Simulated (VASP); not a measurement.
Runs of VASP 6.6.1 on Sb. Symmetry: Pm-3m, No. 221, cubic system. The conventional cell has a = 3.160 Å, b = 3.160 Å, c = 3.160 Å, α = 90.00°, β = 90.00°, γ = 90.00°. Sb (site symmetry m-3m) has 6 Sb at 3.16 Å as nearest neighbours. This isn't the form of Sb at room conditions, which is rhombohedral.

| task | level | spin | cell | k mesh | cutoff (eV) | smearing | ions in elastic constants | exchange at q = 0 | grid for exact exchange (PRECFOCK) | mesh quality | gap on the mesh (eV) | pressure (GPa) |
| --- | --- | --- | --- | --- | --- | --- | --- | --- | --- | --- | --- | --- |
| single point | PBE | off | volume scaled by 1.06 | 8 × 8 × 8 | 520 | fermi-dirac 0.05 eV | - | - | - | not flagged | none | -4.6 |
| single point | PBEsol+D3(BJ) | off | cell strained at random at fixed volume | 6 × 7 × 6 | 520 | methfessel-paxton 0.1 eV | - | - | - | not flagged | none | -6.4 |
| single point | PBE | off | as given | 5 × 5 × 5 | 520 | fermi-dirac 0.04 eV | - | - | - | coarse | none | -2.4 |
| single point | PBE | off | as given | 6 × 6 × 6 | 520 | fermi-dirac 0.02 eV | - | - | - | not flagged | none | -1.3 |
| single point | r2SCANh+D4 | collinear, typed start | as given | 5 × 5 × 5 | 520 | methfessel-paxton 0.1 eV | - | truncated | Normal | coarse | none | (b) |
| single point | r2SCAN | off | cell strained at random at fixed volume | 7 × 6 × 6 | 520 | fermi-dirac 0.01 eV | - | - | - | not flagged | none | -3.2 |
| single point | PBE | off | volume scaled by 0.98 | 8 × 8 × 8 | 520 | fermi-dirac 0.05 eV | - | - | - | not flagged | none | -1.3 |
| single point | BLYP | off | as given | 8 × 8 × 8 | 520 | fermi-dirac 0.15 eV | - | - | - | not flagged | none | (a) |

Alike in all rows: potentials or basis VASP PAW PBE potentials, release 64 (Sb).

**Question.** Estimate the missing entries.

**Answer.** (a) 1.9; (b) -5.3.

Caveats: some runs use coarse meshes; the PAW data sets were made with another functional, which shifts forces and pressure a little (some runs); pairwise dispersion overbinds metals, which lowers pressure and volume (some runs).

A k mesh can miss the band edges, and the runs leave out spin-orbit coupling on Sb.

A gap of «none» marks a metal or a gap under the smearing width.
